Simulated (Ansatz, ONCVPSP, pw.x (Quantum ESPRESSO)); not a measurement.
**carbon: does the ONCV potential hold in the solid?**

ONCVPSP 4.0.1.1 (patched build) input, shortened (lines: element, Z, core and valence counts, functional; n l f; lmax; l rc ep ncon nbas qcut; lloc lpopt rc5 dvloc0; l nproj debl; icmod fcfact rcfact), PBE, scalar-relativistic:

```
  C 6.00    1    2        4      upf
    1    0    2.00
    2    0    2.00
    2    1    2.00
    1
    0    1.20    0.00    4    9    6.80
    1    1.95    0.00    4    9    7.10
    4    5    0.80    0.00
    0    1    0.70
    1    2    3.60
    0    0.00    0.00
```

Atomic tests: cutoffs needed: 18 Ha and 24 Ha (the cutoffs (Ha) at which the residual kinetic energy of the hardest occupied pseudo-wave falls to 1 and 0.1 mHa per electron); ghost test: no bound ghost flagged; no localised positive-energy state flagged; largest excitation error: +585 meV (all-electron minus pseudo) for 2s1 2p0, out of 4 test configurations.

Crystal test: bcc C in pw.x 7.5, no spin, 18³ k-points, Fermi–Dirac smearing 0.01 Ry, cutoffs 55/220 Ry. The lattice is a test structure that the element need not adopt, and mesh and smearing are coarse.

pw.x input:

```
&control
  calculation='scf', prefix='x', pseudo_dir='./', outdir='./tmp', tstress=.true., disk_io='low'
/
&system
  ibrav=0, nat=1, ntyp=1, ecutwfc=55, ecutrho=220, nbnd=9,
  occupations='smearing', smearing='fd', degauss=0.01
/
&electrons
  conv_thr=1e-09, mixing_beta=0.4, electron_maxstep=70
/
ATOMIC_SPECIES
C 1.0 C.UPF
CELL_PARAMETERS angstrom
  -1.17891406 1.17891406 1.17891406
  1.17891406 -1.17891406 1.17891406
  1.17891406 1.17891406 -1.17891406
ATOMIC_POSITIONS crystal
C 0.0000 0.0000 0.0000
K_POINTS automatic
18 18 18 0 0 0
```

```bash
pw.x < C.scf.in > C.scf.out
```

How does the run end?

It converges; the pressure is 3.46 GPa against 4.10 GPa from all-electron LAPW.  The log shows:

```
Message from routine setup:
     using ibrav=0 with symmetry is DISCOURAGED, use correct ibrav instead
     lattice parameter (alat)  =       3.8587  a.u.
     unit-cell volume          =      44.2286 (a.u.)^3
     number of electrons       =         4.00
     number of Kohn-Sham states=            9
     kinetic-energy cutoff     =      55.0000  Ry
     charge density cutoff     =     220.0000  Ry
     scf convergence threshold =      1.0E-09
     Exchange-correlation= PBE
     number of k points=   195  Fermi-Dirac smearing, width (Ry)=  0.0100
     iteration #  1     ecut=    55.00 Ry     beta= 0.40
     total energy              =     -11.05121496 Ry
     estimated scf accuracy    <       0.00064687 Ry
     iteration #  2     ecut=    55.00 Ry     beta= 0.40
     total energy              =     -11.05134007 Ry
     estimated scf accuracy    <       0.00023085 Ry
     iteration #  3     ecut=    55.00 Ry     beta= 0.40
     total energy              =     -11.05135056 Ry
     estimated scf accuracy    <       0.00000233 Ry
     iteration #  4     ecut=    55.00 Ry     beta= 0.40
     total energy              =     -11.05135070 Ry
     estimated scf accuracy    <          5.1E-09 Ry
     iteration #  5     ecut=    55.00 Ry     beta= 0.40
     the Fermi energy is    11.9604 ev
!    total energy              =     -11.05135070 Ry
     estimated scf accuracy    <          2.2E-11 Ry
     smearing contrib. (-TS)   =      -0.00154642 Ry
     The total energy is F=E-TS. E is the sum of the following terms:
     one-electron contribution =       4.96153988 Ry
     hartree contribution      =       0.31193877 Ry
     xc contribution           =      -3.25498916 Ry
     ewald contribution        =     -13.06829377 Ry
     convergence has been achieved in   5 iterations
          total   stress  (Ry/bohr**3)                   (kbar)     P=       34.62
```
